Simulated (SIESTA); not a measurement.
The system is MgSe.

```xyz
2
Lattice="0.0000 2.7255 2.7255 2.7255 0.0000 2.7255 2.7255 2.7255 0.0000" Properties=species:S:1:pos:R:3 pbc="T T T"
Se    2.7255    2.7255    2.7255
Mg    0.0000    0.0000    0.0000
```

Base run:

| Item | Value |
| --- | --- |
| Program | SIESTA 5.4.2 |
| Functional | PW91 |
| Potentials or basis | PseudoDojo 0.4 standard (PBE files) |
| Basis | DZP (energy shift 0.003 Ry; two zetas on semicore shells) |
| Grid cutoff | 800 Ry |
| Energy shift | 0.003 Ry |
| k mesh | 8 × 8 × 8 |
| Occupations | fermi-dirac, width 0.05 eV |
| Spin | no spin polarisation |

Its results: band gap on the k mesh 1.96 eV, indirect (least direct gap 2.69 eV); pressure 3.9 GPa.

Q: The run is repeated on the same cell with these changes: functional from PW91 to BLYP. What comes out?

A: Band gap on the k mesh 2.03 eV, indirect (least direct gap 2.84 eV); pressure 6.4 GPa.

BLYP binds less tightly than PW91, so the same cell stands under more pressure.

Caveats: the potentials were made for another functional, which shifts forces and pressure; the basis of atomic orbitals isn't converged, which shifts pressures, moduli and gaps.
